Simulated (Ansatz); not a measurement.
Crystal: BN.

```xyz
4
Lattice="2.5539 0.0000 0.0000 -1.2770 2.2118 0.0000 0.0000 0.0000 4.2269" Properties=species:S:1:pos:R:3 pbc="T T T"
N     0.0000    1.4745    0.5295
N     1.2770    0.7373    2.6430
B     0.0000    1.4745    2.1123
B     1.2770    0.7373    4.2257
```

Measurements of this composition are mostly on another form, of space group No. 194.

Base run:

| Quantity | Value |
| --- | --- |
| Program | Ansatz 0.2.0 |
| Functional | PBE |
| Potentials or basis | Ansatz PAW |
| Cutoff | 420 eV |
| Density cutoff | 1680 eV |
| k mesh | 12 × 12 × 6 |
| Occupations | fermi-dirac, width 0.05 eV |
| Spin | no spin polarisation |

Its results: band gap on the k mesh 5.21 eV, indirect (least direct gap 8.24 eV); pressure 0.0 GPa; largest force 0.016 eV/Å.

Q: The run is repeated on the same cell with these changes: functional from PBE to RPBE. What comes out?

A: Band gap on the k mesh 5.29 eV, indirect (least direct gap 8.30 eV); pressure 5.7 GPa; largest force 0.013 eV/Å.

RPBE binds less tightly than PBE, so the same cell stands under more pressure.

Caveats: the potentials were made for another functional, which shifts forces and pressure (some runs); the PAW data sets come from PBE, with cores solved anew for the run's functional, which leaves a small shift of forces and pressure (some runs).

Not every run made on this cell is shown here.
